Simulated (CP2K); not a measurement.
# Al2Cu under changes of volume

One of the cells (16.242 Å³/atom); the others are scaled copies at fixed shape and fractional positions:

```
CELL_PARAMETERS angstrom
4.10518 0.00000 0.00000
0.00000 4.10518 0.00000
0.00000 0.00000 2.89131
ATOMIC_POSITIONS crystal
Cu 0.00000 0.00000 0.00000
Al 0.00000 0.50000 0.50000
Al 0.50000 0.00000 0.50000
```

The cell comes from a database or a generator and needn't be the stable form of this composition.

| Item | Value |
| --- | --- |
| Program | CP2K 2026.2 |
| Functional | PBEsol |
| Potentials or basis | POTENTIAL_UZH Cu GTH-PBE-q11, Al GTH-PBE-q3; TZVP-MOLOPT-PBE-GTH basis |
| Density cutoff | 6123 eV |
| k mesh | 7 × 7 × 9 |
| Occupations | fermi-dirac, width 0.05 eV |
| Spin | no spin polarisation |

| volume (Å³/atom) | energy over the lowest point (meV/atom) | pressure (GPa) |
| --- | --- | --- |
| 15.267 | ? | ? |
| 15.592 | 4.28 | 3.2 |
| 15.917 | 0.07 | 1.0 |
| 16.242 | 0.00 | -0.9 |
| 16.567 | 3.61 | -2.6 |
| 16.892 | 10.47 | -4.1 |
| 17.216 | 20.25 | -5.5 |

Q: What does the run at 15.267 Å³/atom give?

A: Energy over the lowest point 13.16 meV/atom; pressure 5.6 GPa.

Worked out: A Birch-Murnaghan fit of order 3 (a polynomial in V^(-2/3)) to the other rows has its minimum at 16.08 Å³/atom with B0 = V·E''(V) = 95 GPa and B' = 4.7 at fixed shape and positions, which overstates the stiffness. It gives 13.11 meV/atom at 15.267 Å³/atom, against the run's 13.16, and -dE/dV = 5.6 GPa, against 5.6.

Energies are extrapolated to zero smearing.

Caveats: the potentials were made for another functional, which shifts forces and pressure; the basis of atomic orbitals isn't converged, which shifts pressures, moduli and gaps.
